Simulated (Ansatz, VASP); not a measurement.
# In: VASP beside Ansatz

```
CELL_PARAMETERS angstrom
3.01060 0.00000 0.00000
0.00000 3.01060 0.00000
0.00000 0.00000 3.01060
ATOMIC_POSITIONS crystal
In 0.00000 0.00000 0.00000
```

Alike in both runs: task single point; functional LDA; k mesh 12 × 12 × 12; occupations fermi-dirac, width 0.1 eV; no spin polarisation.

|  | VASP | Ansatz |
| --- | --- | --- |
| version | VASP 6.6.1 | Ansatz 0.2.0 |
| potentials or method | VASP PAW LDA potentials, release 64 (In_d) | plane waves (420 eV) with PAW, scalar-relativistic |
| plane-wave cutoff (eV) | 520 | 420 |
| valence electrons in the cell | 13 | 13 |

|  | VASP | Ansatz | Ansatz less VASP |
| --- | --- | --- | --- |
| pressure (GPa) | -1.7 | -1.7 | -0.02 |

Ansatz warned: «pseudo_functional_mismatch».
